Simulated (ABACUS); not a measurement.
## Ge: single point with PBE

The system is Ge.

```
Ge
1.0
     1.39715   -2.60052    0.00000
     1.39715    2.60052    0.00000
     0.00000    0.00000    2.69823
Ge
1
Direct
  0.50000 0.50000 0.00000
```

This isn't the form of Ge at room conditions, which is diamond.

```
Program                                       : ABACUS 3.10.1
Task                                          : single point
Functional                                    : PBE
Potentials or basis                           : Ansatz NC PBE
Cutoff                                        : 1075 eV
Density cutoff                                : 4299 eV
Basis                                         : plane waves
k mesh                                        : 8 × 8 × 7
Occupations                                   : fermi-dirac, width 0.05 eV
Spin                                          : no spin polarisation
Radial cutoff of the potentials (pseudo_rcut) : 7 bohr
SCF threshold on the density                  : 1e-08
Max SCF steps                                 : 100
Eigensolver                                   : dav
Mixing                                        : broyden
Mixing share                                  : 0.7
Symmetry key                                  : 1
Bands                                         : 11
```

```
Pressure               : -0.7 GPa
Band gap on the k mesh : none (metal or under the smearing width)
```

Stress tensor (GPa, compression positive):
```
 0.92  0.00  0.00
 0.00 -3.36  0.00
 0.00  0.00  0.35
```

Levels at points of the mesh, in eV from the Fermi level:
| k point | band 3 | band 4 | band 5 | band 6 | band 7 | band 8 |
| --- | --- | --- | --- | --- | --- | --- |
| (0.00, 0.00, 0.00) | -24.43 | -24.32 | -24.31 | -12.62 | 6.91 | 7.38 |
| (0.50, 0.00, 0.00) | -24.37 | -24.33 | -24.33 | -7.56 | -5.04 | 3.69 |
| (0.50, 0.50, 0.00) | -24.36 | -24.34 | -24.32 | -8.42 | -5.25 | 5.47 |

Wall time 3.2 s on 4 MPI ranks on Intel(R) Xeon(R) Platinum 8488C (Sapphire Rapids), with other jobs on the host, peak memory 0.36 GiB a rank.
